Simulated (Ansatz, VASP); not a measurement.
# Two plane-wave programs on B

INCAR

```
PREC = Accurate ; ENCUT = 600
EDIFF = 1E-7 ; ISMEAR = 0
SIGMA = 0.02 ; LREAL = False
LASPH = True ; NELM = 100
ALGO = Fast ; ISIF = 3
LWAVE = False ; LCHARG = False
GGA = PS ; IBRION = 2
NSW = 100 ; EDIFFG = -0.005
```

KPOINTS

```
regular mesh
0
Gamma
  9 9 9
```

File POSCAR:

```
B
1.0
    2.4491963929      1.4140441968      4.1747204365
   -2.4491963929      1.4140441968      4.1747204365
    0.0000000000     -2.8280883935      4.1747204365
B
12
Direct
    0.0099700400      0.6542851200      0.0099700400
    0.0099700400      0.0099700400      0.6542851200
    0.6542851200      0.0099700400      0.0099700400
    0.3457148800      0.9900299600      0.9900299600
    0.9900299600      0.3457148800      0.9900299600
    0.9900299600      0.9900299600      0.3457148800
    0.2205655700      0.6316348300      0.2205655700
    0.2205655700      0.2205655700      0.6316348300
    0.6316348300      0.2205655700      0.2205655700
    0.3683651700      0.7794344300      0.7794344300
    0.7794344300      0.3683651700      0.7794344300
    0.7794344300      0.7794344300      0.3683651700
```

Input for Ansatz:

```yaml
crystal:
  lattice:
    - [2.4491963929, 1.4140441968, 4.1747204365]
    - [-2.4491963929, 1.4140441968, 4.1747204365]
    - [0.0, -2.8280883935, 4.1747204365]
  atoms:
    - { symbol: B, position: [0.00997004, 0.65428512, 0.00997004] }
    - { symbol: B, position: [0.00997004, 0.00997004, 0.65428512] }
    - { symbol: B, position: [0.65428512, 0.00997004, 0.00997004] }
    - { symbol: B, position: [0.34571488, 0.99002996, 0.99002996] }
    - { symbol: B, position: [0.99002996, 0.34571488, 0.99002996] }
    - { symbol: B, position: [0.99002996, 0.99002996, 0.34571488] }
    - { symbol: B, position: [0.22056557, 0.63163483, 0.22056557] }
    - { symbol: B, position: [0.22056557, 0.22056557, 0.63163483] }
    - { symbol: B, position: [0.63163483, 0.22056557, 0.22056557] }
    - { symbol: B, position: [0.36836517, 0.77943443, 0.77943443] }
    - { symbol: B, position: [0.77943443, 0.36836517, 0.77943443] }
    - { symbol: B, position: [0.77943443, 0.77943443, 0.36836517] }
basis:
  ecutwfc: 420
kpoints:
  mp_grid: { grid: [9, 9, 9] }
hamiltonian:
  xc: pbesol
scf:
  occupations: { method: gaussian, width: 0.02 }
output:
  forces: true
  stress: true
  eigenvalues: true
relax:
  adjacent_minimum: "off"
  f_tol: 0.005
  max_steps: 80
  cell: { stress_tol: 0.05 }
```

Alike in both runs: task relaxation of cell and atoms; functional PBEsol; k mesh 9 × 9 × 9; occupations gaussian, width 0.02 eV; no spin polarisation.

```csv
,VASP,Ansatz
version,VASP 6.6.1,Ansatz 0.2.0
potentials or method,"VASP PAW PBE potentials, release 64 (B)","scalar-relativistic, plane waves, PAW"
plane-wave cutoff (eV),600,420
valence electrons in the cell,36,36
```

VASP gave:

```
gap on the k mesh at the Fermi level, each at its own relaxed structure (eV) : 1.34
relaxed volume (Å³/atom)                                                     : 7.16
relaxed cell length with the largest relative difference (Å)                 : 5.031
```

Problem. Which values does Ansatz return?

Solution. gap on the k mesh at the Fermi level, each at its own relaxed structure (eV): 1.35; relaxed volume (Å³/atom): 7.15; relaxed cell length with the largest relative difference (Å): 5.029.

Caveats: the PAW data sets were made with another functional, which shifts forces and pressure a little (VASP); an odd mesh through Γ misses points on the zone boundary, where band edges often lie.
